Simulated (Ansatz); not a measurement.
**BeS under changes of volume**

One of the cells (14.261 Å³/atom); the others are scaled copies at fixed shape and fractional positions:

```xyz
2
Lattice="0.0000 2.4250 2.4250 2.4250 0.0000 2.4250 2.4250 2.4250 0.0000" Properties=species:S:1:pos:R:3 pbc="T T T"
S     3.6375    3.6375    3.6375
Be    0.0000    0.0000    0.0000
```

```yaml
Program: Ansatz 0.2.0
Functional: HSE06
Potentials_or_basis: Ansatz PAW
Cutoff: "420 eV (not typed: the program's choice for these potentials)"
k_mesh: 6 × 6 × 6
Occupations: fermi-dirac, width 0.05 eV
Spin: no spin polarisation
```

```csv
volume (Å³/atom),energy over the lowest point (meV/atom),pressure (GPa),gap on the mesh (eV)
13.405,18.73,7.1,3.91
13.690,?,?,?
13.975,2.20,2.3,4.01
14.261,0.00,0.2,4.06
14.546,1.36,-1.7,4.10
14.831,5.94,-3.4,4.15
15.116,13.48,-5.0,4.18
```

Problem. What does the run at 13.690 Å³/atom give?

Solution. Energy over the lowest point 8.31 meV/atom; pressure 4.6 GPa; gap on the mesh 3.96 eV.

Worked out: A Birch-Murnaghan fit of order 3 (a polynomial in V^(-2/3)) to the other rows has its minimum at 14.29 Å³/atom with B0 = V·E''(V) = 99 GPa and B' = 3.8. It gives 8.32 meV/atom at 13.690 Å³/atom, against the run's 8.31, and -dE/dV = 4.6 GPa, against 4.6. A straight line through the other rows of the gap, of slope 2.28 eV per unit of ln V, gives 3.96 eV, against the run's 3.96.

Energies are extrapolated to zero smearing.

Caveats: the PAW data sets come from PBE, with cores solved anew for the run's functional, which leaves a small shift of forces and pressure; the thresholds are loose for stress.

A mesh can miss the band edges.
